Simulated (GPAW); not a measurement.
## PbSe (Clausthalite) in GPAW: convergence with k mesh

Input of the first run (k mesh 2 × 2 × 2); the others differ in this setting and in those tied to it:

The input run.py:

```python
from ase.dft.bandgap import bandgap
from ase.io import read, write
from ase.units import GPa
from gpaw import GPAW, PW

atoms = read('PbSe.xyz')

calc = GPAW(mode=PW(600),
            xc='PBE',
            kpts={'size': (2, 2, 2), 'gamma': True},
            occupations={'name': 'fermi-dirac', 'width': 0.05},
            nbands=19,
            convergence={'density': 1e-05, 'energy': 1e-05},
            maxiter=100,
            txt='gpaw.txt')
atoms.calc = calc
energy = atoms.get_potential_energy()
forces = atoms.get_forces()
stress = atoms.get_stress()
calc.write('gs.gpw')
write('result.traj', atoms)
print(f'Energy: {energy:.6f} eV')
print('Forces (eV/A):')
print(forces.round(4))
print('Stress (GPa):', (stress / GPa).round(3))
print('Fermi level:', round(calc.get_fermi_level(), 4), 'eV')
print(f'Gap: {bandgap(calc)[0]:.4f} eV, direct: {bandgap(calc, direct=True)[0]:.4f} eV')
```

The input PbSe.xyz:

```xyz
2
Lattice="0.0000000000 3.0606500000 3.0606500000 3.0606500000 0.0000000000 3.0606500000 3.0606500000 3.0606500000 0.0000000000" Properties=species:S:1:pos:R:3 pbc="T T T"
Pb     0.0000000000      0.0000000000      0.0000000000
Se     3.0606500000      3.0606500000      3.0606500000
```

Potentials or basis: GPAW PAW data sets (gpaw-data 1.2.1), pw.

Command:

```sh
$ OMP_NUM_THREADS=1 python run.py
```

Hardware: 1 thread of Arm Neoverse V1 (shared host).

| k mesh | energy less the tightest run, at zero smearing (meV/atom) | pressure (GPa) | SCF cycles | CPU time (s) | peak memory (GiB) |
| --- | --- | --- | --- | --- | --- |
| 2 × 2 × 2 | 774.48 | 7.85 | 10 | 4.4 | 0.14 |
| 3 × 3 × 3 | -60.41 | 1.25 | 9 | 4.7 | 0.14 |
| 4 × 4 × 4 | 5.16 | 2.14 | 9 | 6.6 | 0.15 |
| 5 × 5 × 5 | -6.66 | 2.05 | 9 | 7.5 | 0.15 |
| 6 × 6 × 6 | -1.84 | 2.15 | 9 | 11 | 0.15 |
| 7 × 7 × 7 | -1.42 | 2.17 | 9 | 13 | 0.16 |
| 8 × 8 × 8 | -0.39 | 2.21 | 9 | 17 | 0.17 |
| 10 × 10 × 10 | 0.00 | 2.23 | 9 | 27 | 0.19 |

Against the tightest run, the energy stays within 1 meV/atom from 8 × 8 × 8 on; the pressure stays within 0.1 GPa from 6 × 6 × 6 on. Meshes of other sizes hit other points, so gaps and Fermi surfaces needn't settle smoothly. The tightest run that finished is the yardstick and may itself not be fully converged.

Caveat, for the tightest run too: spin-orbit coupling is left out, which as a rule narrows the gap of such compounds by several tenths of an eV.
